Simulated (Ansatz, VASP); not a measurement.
ZnS in VASP and in Ansatz

Contents of INCAR:

```
SYSTEM = ZnS
PREC = Accurate ; ENCUT = 520
EDIFF = 1E-6 ; ISMEAR = 0
SIGMA = 0.027000000000000003 ; LREAL = .False.
LASPH = .True. ; NELM = 80
ALGO = Fast ; ISIF = 2
LWAVE = .False. ; LCHARG = .True.
GGA = PE ; LELF = .True.
LVHAR = .True. ; NBANDS = 16
```

File KPOINTS:

```
regular mesh
0
Gamma
  9 9 9
  0 0 0
```

File POSCAR:

```
ZnS
1.0
    0.0000000000      2.7020000000      2.7020000000
    2.7020000000      0.0000000000      2.7020000000
    2.7020000000      2.7020000000      0.0000000000
Zn S
1 1
Direct
    0.7500000000      0.7500000000      0.7500000000
    0.0000000000      0.0000000000      0.0000000000
```

File input.yaml:

```yaml
crystal:
  lattice:
    - [0.0, 2.702, 2.702]
    - [2.702, 0.0, 2.702]
    - [2.702, 2.702, 0.0]
  atoms:
    - { symbol: Zn, position: [0.75, 0.75, 0.75] }
    - { symbol: S, position: [0.0, 0.0, 0.0] }
hamiltonian:
  xc: pbe
  pseudopotentials: { kind: paw }
kpoints:
  mp_grid: { grid: [9, 9, 9] }
scf:
  occupations: { method: gaussian, width: 0.027 }
output:
  forces: true
  stress: true
  eigenvalues: true
```

Alike in both runs: task single point; functional PBE; k mesh 9 × 9 × 9; occupations gaussian, width 0.027 eV; no spin polarisation.

|  | VASP | Ansatz |
| --- | --- | --- |
| version | VASP 6.6.1 | Ansatz 0.2.0 |
| potentials or method | VASP PAW PBE potentials, release 64 (Zn, S) | Ansatz PAW |
| plane-wave cutoff (eV) | 520 | 420 |
| valence electrons in the cell | 18 | 18 |

Ansatz gave:

```
gap on the k mesh at the Fermi level (eV) : 2.11
least direct gap on the mesh (eV)         : 2.11
pressure (GPa)                            : 1.6
```

Q: What did VASP give for the same quantities?

A: gap on the k mesh at the Fermi level (eV): 2.11; least direct gap on the mesh (eV): 2.11; pressure (GPa): 1.8.

Caveats: odd divisions of the mesh miss points on the zone boundary, where band edges often lie, so the gap on the mesh can be too wide (Ansatz). Expect the measured gap to be larger: semilocal functionals such as PBE lack the derivative discontinuity.
